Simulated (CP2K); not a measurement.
Runs of CP2K 2026.2 on ZrN. It takes space group Fm-3m (No. 225, cubic). The conventional cell has a = 4.600 Å, b = 4.600 Å, c = 4.600 Å, α = 90.00°, β = 90.00°, γ = 90.00°. Around Zr (site symmetry m-3m) lie 6 N at 2.30 Å. Around N (site symmetry m-3m) lie 6 Zr at 2.30 Å. 

```tsv
level	potentials or basis	smearing	EPS_DEFAULT	NGRIDS	points a segment of the path (NPOINTS)	bands added on the path	CUTOFF of the grids	gap on the mesh (eV)	pressure (GPa)
TB-mBJ	POTENTIAL_UZH Zr GTH-PBE-q12, N GTH-PBE-q5; TZVP-MOLOPT-PBE-GTH basis	fermi-dirac 0.1 eV	1.0E-10	5	10	4	700 Ry	none	-
PBE	POTENTIAL_UZH Zr GTH-PBE-q12, N GTH-PBE-q5; TZVP-MOLOPT-PBE-GTH basis	fermi-dirac 0.05 eV	1.0E-9	4	6	4	450 Ry	none	1.5
PBE	POTENTIAL_UZH Zr GTH-PBE-q12, N GTH-PBE-q5; TZVP-MOLOPT-PBE-GTH basis	fermi-dirac 0.05 eV	1.0E-9	4	10	4	450 Ry	none	1.5
PBEsol	POTENTIAL_UZH Zr GTH-PBE-q12, N GTH-PBE-q5; TZVP-MOLOPT-PBE-GTH basis	fermi-dirac 0.05 eV	1.0E-9	4	10	2	450 Ry	none	(a)
r2SCAN	POTENTIAL_UZH Zr GTH-SCAN-q12, N GTH-SCAN-q5; TZVP-MOLOPT-SCAN-GTH basis	fermi-dirac 0.0259 eV	1.0E-9	4	8	6	700 Ry	none	-0.1
LDA	GTH_POTENTIALS Zr GTH-PADE-q12, N GTH-PADE-q5; TZVP-MOLOPT-PBE-GTH basis	fermi-dirac 0.1 eV	1.0E-9	5	10	2	450 Ry	none	-13.1
```

Alike in all rows: task band structure; no spin polarisation; cell as given; k mesh 10 × 10 × 10.

**Question.** Estimate the missing entries.

**Answer.** (a) -4.6.

Caveats: the basis of atomic orbitals isn't converged, which shifts pressures, moduli and gaps; the potentials were made for another functional, which shifts forces and pressure (some runs); this is a model potential without an energy functional, so only levels have meaning (some runs).

A k mesh can miss the band edges, and the runs leave out spin-orbit coupling on Zr.

A gap of «none» marks a metal or a gap under the smearing width.
